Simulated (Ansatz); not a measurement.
Starting cell, CaF₂ (fluorite):

```
CaF2
1.0
    0.00000     2.72024     2.72024
    2.72024     0.00000     2.72024
    2.72024     2.72024     0.00000
Ca F
1 2
Cartesian
  0.00000   0.00000   0.00000
  1.36012   1.36012   1.36012
  4.08035   4.08035   4.08035
```

A phonon eigenvector at Γ is frozen into this cell: atom i moves by Q times the vector below, so Q is the largest atomic displacement, in Å. The cell is held. It is one choice among 3 degenerate patterns.

```csv
atom,x,y,z
F2,0.000,0.000,1.000
F3,0.000,0.000,-1.000
```

Atoms not listed stay in place.

These are r2SCAN (plane waves to 500 eV, PAW, scalar-relativistic; Ansatz, a program for electronic structure) values and carry that method's errors. k mesh 11×11×11 (Γ-centred), Fermi-Dirac smearing 0.05 eV. The energy includes the smearing's −TS. CaF2 was relaxed with its symmetry unable to fall. The PAW data are Ansatz's earlier set. ΔE is measured from the undisplaced structure.

| Q (Å) | ΔE (meV/cell) |
|---|---|
| -0.180 | 262.7 |
| -0.150 | withheld |
| -0.120 | 111.9 |
| -0.090 | 62.0 |
| -0.060 | 27.3 |
| -0.030 | 6.8 |
| 0.000 | 0.0 |
| 0.030 | 6.8 |
| 0.060 | 27.3 |
| 0.090 | 62.0 |
| 0.120 | 111.9 |
| 0.150 | withheld |
| 0.180 | 262.7 |

Q: Fit an even polynomial form (powers 2, 4) to the given rows and predict ΔE at Q = 0.150.

A: Least squares on the 11 given rows: ΔE = (7504)·Q² + (18650)·Q⁴, in meV/cell with Q in Å; root-mean-square residual 0.03 meV/cell. At 0.150 the fit gives 178.3 meV/cell; the calculation gives 178.2 meV/cell, so the interpolation is off by 0.1 (+0.1 %). The quadratic term alone would give 168.8 meV/cell.

(A displaced cell: forces are minus the slopes of the energy, force constants its curvatures, and phonons follow from these.)
